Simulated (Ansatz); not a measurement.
**Au at a changed volume: Field gradients at the nuclei**

The cell is an entry of the Crystallography Open Database (COD), relaxed with PBE at fixed cell and then changed (volume scaled by 0.96, ions relaxed).

```
CELL_PARAMETERS angstrom
2.86081 0.00000 0.00000
-1.43040 2.47753 0.00000
0.00000 0.00000 4.81405
ATOMIC_POSITIONS crystal
Au 0.33333 0.66667 0.75000
Au 0.66667 0.33333 0.25000
```

Atoms are numbered from 1 in the order listed; like atoms form one site, named after its first atom.

The numbers come from a DFT calculation in Ansatz (PBE, plane waves and PAW, scalar-relativistic, 420 eV cutoff, Γ-centred 18×18×10 k-points, Fermi–Dirac smearing 0.05 eV).

Conventions: |V_zz| ≥ |V_yy| ≥ |V_xx|, η = (V_xx − V_yy)/V_zz, C_Q = eQV_zz/h. Directions are in the Cartesian axes of the cell vectors above, for the atom listed; none is given where the gradient is under 0.02 or η is above 0.95.

```csv
site,first atom,first shell,V_zz (10²¹ V/m²),η,"direction of V_zz (x, y, z)"
Au,1,12 Au at 2.86–2.92 Å,1.53,0.00,0.00 0.00 1.00
```

An axis of threefold or higher order runs through Au, so V_zz lies along it and η is zero.

The run finds no gap above 0.1 eV (a metal, or nearly one), so the gradients can move by 10 % or more with the k-mesh. Spin–orbit coupling is left out, which shifts gradients on Au by a few per cent in wide-gap crystals, and can shift them far more where the calculated gap is small or absent, as here. At this changed cell the PBE pressure is 9 GPa.
